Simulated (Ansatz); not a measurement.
## Ti (P6_3/mmc), clamped-ion strain scan

Theory: DFT PBE, scalar-relativistic, plane waves, PAW (Ansatz). The runs took a 420 eV cutoff, a Γ-centred 18×18×10 mesh and Gaussian smearing (0.15 eV). No spin polarisation. Energies are free energies at this smearing, counted from the undisturbed cell; pressure is positive in compression.

The starting cell (as given, not relaxed at this level; it stands at -1.6 GPa):

```yaml
crystal:
  lattice:
    - [2.95000, 0.00000, 0.00000]
    - [-1.47500, 2.55477, 0.00000]
    - [0.00000, 0.00000, 4.68600]
  atoms:
    - { symbol: Ti, position: [0.33333, 0.66667, 0.25000] }
    - { symbol: Ti, position: [0.66667, 0.33333, 0.75000] }
```

The cell is strained by ε times the Voigt pattern (0, 0, 0, 0, 1, 0) (xx, yy, zz, yz, xz, xy; engineering shear) with fractional coordinates fixed. The cell is metallic on the mesh throughout.

```csv
ε,ΔE (meV/atom)
-0.0200,0.9
-0.0100,0.2
0.0000,0.0
0.0025,0.0
0.0050,0.1
0.0075,0.1
0.0125,0.4
0.0150,0.5
0.0175,0.7
```

(1) Predict the stress summed along the pattern (GPa, tension positive) at each point.

Results:

(1)
```tsv
ε	stress summed along the pattern (GPa, tension positive)
-0.0200	-0.83
-0.0100	-0.42
0.0000	0.00
0.0025	0.10
0.0050	0.21
0.0075	0.31
0.0125	0.52
0.0150	0.62
0.0175	0.73
```